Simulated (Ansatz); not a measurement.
V (fcc)

Computed with Ansatz (plane waves, PAW, 420 eV cutoff): PBE, scalar-relativistic, collinear spin, Γ-centred 18×18×18 mesh, 0.05 eV Gaussian smearing. The datasets are Ansatz's generated set soft_2.

```cif
data_structure
_symmetry_space_group_name_H-M 'P 1'
_symmetry_Int_Tables_number 1
_cell_length_a 2.6983
_cell_length_b 2.6983
_cell_length_c 2.6983
_cell_angle_alpha 60.000
_cell_angle_beta 60.000
_cell_angle_gamma 60.000
_cell_volume 13.89
loop_
_atom_site_label
_atom_site_type_symbol
_atom_site_fract_x
_atom_site_fract_y
_atom_site_fract_z
_atom_site_occupancy
V1 V 0.00000 0.00000 0.00000 1
```

At room temperature and ambient pressure V is bcc.

Magnetic state: non-magnetic, site spin moments none.

Problem. Which orbitals carry the states at the Fermi level, and how many states are there?

Solution. Within 0.1 eV of it: V 3d 94 % (shares among the projected shells). The density of states at the Fermi level is about 1.7 states/eV per cell, averaged over 0.3 eV.

Density of states (tetrahedra, averaged over 0.5 eV; states/eV per cell of 1 atom; energy in eV from the Fermi level):

```csv
E (eV),DOS
-6.60,0.03
-6.10,0.07
-5.60,0.10
-5.10,0.13
-4.60,0.17
-4.10,0.23
-3.60,0.41
-3.10,0.99
-2.60,1.14
-2.10,1.41
-1.60,1.29
-1.10,1.22
-0.60,1.60
-0.10,1.78
0.40,1.94
0.90,1.24
1.40,1.60
1.90,1.46
2.40,1.47
2.90,2.36
3.40,0.85
3.90,0.40
```

With 13 valence electrons in the calculation's cell and no magnetic order, the bands, two electrons each, can't all be full or empty: band theory demands a metal. (Only strong correlation, outside this picture, could make a Mott insulator of it.)
